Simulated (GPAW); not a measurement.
Runs of GPAW 26.7.0 on WS2 (Tungstenite). Symmetry: P6_3/mmc, No. 194, hexagonal system. The conventional cell has a = 3.180 Å, b = 3.180 Å, c = 12.500 Å, α = 90.00°, β = 90.00°, γ = 120.00°. W (site symmetry -6m2) is surrounded by 6 S at 2.41 Å. S (site symmetry 3m) has 3 W at 2.41 Å as nearest neighbours. 

```tsv
task	level	potentials or basis	U	k mesh	cutoff (eV)	smearing	response ecut	eta	response k mesh	domega0	omega2	gap on the mesh (eV)
single point	PBEsol	PAW data sets generated in the run's folder for this functional, pw	-	10 × 10 × 3	600	fermi-dirac 0.05 eV	-	-	-	-	-	1.07
optical spectrum	PBE	GPAW PAW data sets (gpaw-data 1.2.1), pw	-	8 × 8 × 2	500	fermi-dirac 0.001 eV	50 eV	0.1 eV	10 × 10 × 3	0.05 eV	10 eV	1.19
dielectric tensor	LDA	the program's PAW data sets (release 1.2.1) made for this functional, pw	-	8 × 8 × 2	450	fermi-dirac 0.001 eV	80 eV	-	13 × 13 × 3	-	-	1.11
optical spectrum	PBE+U	GPAW PAW data sets (gpaw-data 1.2.1), pw	W d U = 2.0 eV	8 × 8 × 2	500	fermi-dirac 0.001 eV	50 eV	0.1 eV	10 × 10 × 3	0.05 eV	10 eV	(a)
```

Alike in all rows: no spin polarisation; cell as given.

**Question.** Fill in the values left out.

**Answer.** (a) 1.22.

Caveats: spin-orbit coupling is left out, which moves the levels of the heavy elements; an odd mesh through Γ misses points on the zone boundary, where band edges often lie; the long-wavelength limit can be off by several per cent where d states take part (some runs); spectra need much finer meshes, so this one isn't converged (some runs); independent-particle spectra lack excitons (some runs); response on these states lacks terms of the Hamiltonian (some runs).

A k mesh can miss the band edges, and the runs leave out spin-orbit coupling on W.
